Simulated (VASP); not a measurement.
Runs of VASP 6.6.1 on AlN. It takes space group F-43m (No. 216, cubic). The conventional cell has a = 4.377 Å, b = 4.377 Å, c = 4.377 Å, α = 90.00°, β = 90.00°, γ = 90.00°. Al (site symmetry -43m) has 4 N at 1.90 Å as nearest neighbours. N (site symmetry -43m) has 4 Al at 1.90 Å as nearest neighbours. Measurements of this composition are mostly on another form, of space group No. 186.

```tsv
level	potentials or basis	k mesh	cutoff (eV)	smearing	gap on the mesh (eV)	pressure (GPa)
PBEsol	VASP PAW PBE potentials, release 64 (Al, N)	10 × 10 × 10	700	gaussian 0.02 eV	3.19	0.1
PBEsol	VASP PAW PBE potentials, release 64 (Al, N)	14 × 14 × 14	520	gaussian 0.02 eV	3.18	0.1
r2SCAN	VASP PAW PBE potentials, release 64 (Al, N)	10 × 10 × 10	520	gaussian 0.02 eV	(a)	-1.4
PBEsol	VASP PAW PBE potentials, release 64 (Al, N)	10 × 10 × 10	520	gaussian 0.5 eV	3.18	0.1
PBEsol	VASP PAW PBE potentials, release 64 (Al, N_h)	10 × 10 × 10	900	gaussian 0.02 eV	3.19	0.1
```

Alike in all rows: task single point; no spin polarisation; cell as given.

Fill in the values left out.

(a) 3.93.

Caveats: the PAW data sets were made with another functional, which shifts forces and pressure a little; the cutoff is under 1.25 times the usual one of these potentials, so pressure, stress and relaxed cells hold a basis-set (Pulay) error (some runs).

A k mesh can miss the band edges.
